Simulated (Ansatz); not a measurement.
## What a change of settings does: Bi (fcc type)

First run: DFT, PBE, all-electron LAPW, scalar-relativistic (Ansatz 0.2.0).

Command: `ansatz run input.yaml --threads 1 --pin off --max-ram 2048MiB --backend cpu --events-out ev --progress --plain --runs-dir out` It took 14 s on 1 thread of Arm Neoverse V1, on a shared host, peak memory 0.31 GiB.

```yaml
crystal:
  lattice:
    - [0.0, 1.9970892359, 1.9970892359]
    - [1.9970892359, 0.0, 1.9970892359]
    - [1.9970892359, 1.9970892359, 0.0]
  atoms:
    - { symbol: Bi, position: [0.0, 0.0, 0.0] }
kpoints:
  mp_grid: { grid: [14, 14, 14] }
scf:
  occupations: { method: fermi_dirac, width: 0.05 }
hamiltonian:
  xc: pbe
  pseudopotentials: { kind: all_electron, lapw: { basis_error: 0.001 } }
output:
  forces: true
  stress: true
  eigenvalues: true
  populations: true
```

The cell comes from a relaxation on PAW files under the same functional, begun from a prototype that needn't be the stable phase.

This run: volume at 0.5 of the series' base cell.

It converges in 6 SCF iterations at a pressure of 178.3 GPa.

A second input differs as follows:

```diff
 kpoints:
-  mp_grid: { grid: [14, 14, 14] }
+  mp_grid: { grid: [1, 1, 1] }
 scf:
   occupations: { method: fermi_dirac, width: 0.05 }
+  max_iter: 100
 hamiltonian:
```

Question: What is wrong with it, and what does the program do?

Answer: The change was made to test one k-point for a small cell. The run converges in 6 SCF iterations at a pressure of 3.63 GPa, free energy +21.70 eV/atom against the first run's. Compare each number with the sound run's before taking it for a property of the system. The log ends:
```
        3.628365       0.000000       0.000000
        0.000000       3.628365      -0.000000
        0.000000      -0.000000       3.628365
  P = ⅓ Tr σ = 3.6284 GPa (36.284 kbar)
--- Band table (eV) ---
  k-point 0: bands = ["-121.3224", "-116.8315", "-116.8315", "-116.8315", "-116.8291", "-116.8291", "-116.8291", "-116.8184", "-59.4211", "-59.4211", "-59.4211", "9.0486", "9.0486", "9.0486", "9.4031", "9.4031", "14.3331", "42.8807", "44.3220", "44.3220", "44.3220", "51.1882", "51.1882"]
--- Löwdin populations: 1 site ---
  site symbol       q [e]
     0     Bi     80.6670
  spilling = 0.028109 (of n_electrons = 83.000000)
```
